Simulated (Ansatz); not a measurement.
**CaO and the effect of the share of exact exchange**

```cif
data_structure
_symmetry_space_group_name_H-M 'Fm-3m'
_symmetry_Int_Tables_number 225
_cell_length_a 4.8071
_cell_length_b 4.8071
_cell_length_c 4.8071
_cell_angle_alpha 90.000
_cell_angle_beta 90.000
_cell_angle_gamma 90.000
_cell_volume 111.08
loop_
_atom_site_label
_atom_site_type_symbol
_atom_site_symmetry_multiplicity
_atom_site_Wyckoff_symbol
_atom_site_fract_x
_atom_site_fract_y
_atom_site_fract_z
_atom_site_occupancy
Ca1 Ca 4 a 0.00000 0.00000 0.00000 1
O1 O 4 b 0.50000 0.00000 0.00000 1
```

The cell is a database's computed one, not the measured one.

Kept alike: task single point; functional HSE06 form with a typed share of exact exchange; k mesh 5 × 5 × 5; occupations fermi-dirac, width 0.05 eV; no spin polarisation. Program: Ansatz, Ansatz PAW, cutoff 420 eV. Screening held at 0.2 Å⁻¹. The mesh is that of the run's cell of 2 atoms. No spin-orbit coupling.

```tsv
share of exact exchange, α	pressure (GPa)
0.05	1.16
0.1	0.71
0.15	0.26
0.2	-0.19
0.25	-0.64
0.3	?
0.4	-1.97
0.5	-2.87
```

The k mesh is coarse, so the values aren't converged. Pressure is positive in compression, with a Pulay correction for the finite cutoff. All rows use potentials made for PBE. The mesh is thin for exact exchange.

Problem. Fit the rows shown and predict the run at 0.3.

Solution. A least-squares line through the rows shown is pressure = -8.946 α + 1.603 (largest miss 0.007); at α = 0.3 it gives -1.08 GPa. The run gave: pressure -1.08 GPa.
